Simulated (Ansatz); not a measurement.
`CCC(=O)O` + GeH₄ → `O=[C](O)[GeH3]` + ethane at 298.15 K and 1 bar (formal exchange of groups at a C–C bond).

Gas-phase electronic energies from Ansatz, PBE0-D4/def2-TZVP geometries. CCSD(T)/CBS is the MP2 limit (def2-TZVPP, def2-QZVPP) plus CCSD(T) − MP2 in def2-TZVPP, frozen cores. This one scheme is used for every species. For Ge outer-core shells are correlated without core-valence functions, which leaves a few kJ/mol of doubt a bond. Scalar relativity is left out up to krypton. Each species was taken in one conformer, which may not be the lowest.

| species | CCSD(T)/CBS energy (Eh) | H − E (kJ/mol) | S (J/(mol·K)) |
| --- | --- | --- | --- |
| `CCC(=O)O` | -268.13670 | 255.9 | 316.4 |
| GeH₄ | -2078.49493 | 88.5 | 217.3 |
| `O=[C](O)[GeH3]` | -2266.90720 | 141.1 | 330.8 |
| `CC` | -79.71954 | 207.7 | 227.7 |

H − E and S are ideal-gas, rigid-rotor, harmonic terms from PBE0-D4/def2-TZVP, for one conformer and one mirror image of each species. 1 Eh = 2625.50 kJ/mol, R = 8.31446 J/(mol·K).

Question: By hand: ΔE, ΔH, ΔS and ΔG.

Answer: ΔE = (-2266.90720) + (-79.71954) − (-268.13670) − (-2078.49493) = 0.00489 Eh = 12.8 kJ/mol. Δ(H − E) = 141.1 + 207.7 − 255.9 − 88.5 = 4.4, so ΔH = 17.2 kJ/mol. ΔS = 330.8 + 227.7 − 316.4 − 217.3 = 24.8 J/(mol·K). ΔG = 17.2 − 298.15 × (24.8)/1000 = 9.8 kJ/mol.

Question: By hand: the equilibrium constant, and the temperature at which ΔG would vanish if ΔH and ΔS stayed fixed.

Answer: log₁₀ K = −ΔG/(RT ln 10) = -1.7. ΔG = 0 at ΔH/ΔS = 694 K.

TΔS isn't small against ΔH here. A doubt of 5 kJ/mol in ΔE shifts log₁₀ K by 0.9 here. Other conformers and mirror images would add mixing entropy, several J/(mol·K) or more a flexible species. Modes under 60 cm⁻¹, often nearly free rotors, make the harmonic entropy too high. These are equilibria of isolated gas molecules and say nothing of rates. Largest T1 diagnostic: 0.015 (customary marks: 0.02 for closed shells, 0.045 for open ones).
